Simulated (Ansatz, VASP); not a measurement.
One calculation of Pb, two programs

The input INCAR:

```
SYSTEM = Pb
  PREC = Accurate
  ENCUT = 520
  EDIFF = 1E-6
  ISMEAR = 0
  SIGMA = 0.011
  LREAL = .False.
  LASPH = .True.
  NELM = 100
  ALGO = Normal
  ISIF = 2
  LWAVE = .False.
  LCHARG = .True.
  GGA = PE
  LELF = .True.
  LVHAR = .True.
  NBANDS = 13
```

File KPOINTS:

```
regular mesh
0
Gamma
  9 9 9
  0 0 0
```

File POSCAR:

```
Pb
1.0
    0.0000000000      2.4750200000      2.4750200000
    2.4750200000      0.0000000000      2.4750200000
    2.4750200000      2.4750200000      0.0000000000
Pb
1
Direct
    0.0000000000      0.0000000000      0.0000000000
```

input.yaml

```yaml
crystal:
  lattice:
    - [0.0, 2.47502, 2.47502]
    - [2.47502, 0.0, 2.47502]
    - [2.47502, 2.47502, 0.0]
  atoms:
    - { symbol: Pb, position: [0.0, 0.0, 0.0] }
hamiltonian:
  xc: pbe
  pseudopotentials: { kind: paw }
kpoints:
  mp_grid: { grid: [9, 9, 9] }
scf:
  occupations: { method: gaussian, width: 0.011 }
output:
  forces: true
  stress: true
  eigenvalues: true
  write_density: true
  write_potential: true
  elf: true
  volumetric_format: npy
```

Alike in both runs: task single point; functional PBE; k mesh 9 × 9 × 9; occupations gaussian, width 0.011 eV; no spin polarisation.

```csv
,VASP,Ansatz
version,VASP 6.6.1,Ansatz 0.2.0
potentials or method,"VASP PAW PBE potentials, release 64 (Pb_d)",Ansatz PAW
plane-wave cutoff (eV),520,420
valence electrons in the cell,14,14
```

```tsv
	VASP	Ansatz	Ansatz less VASP
gap on the k mesh at the Fermi level (eV)	none	none	-
pressure (GPa)	2.2	2.2	+0.06
```

A gap of «none» marks a metal or a gap that the smearing closes.

Spin-orbit coupling is left out, which matters for the levels of Pb.
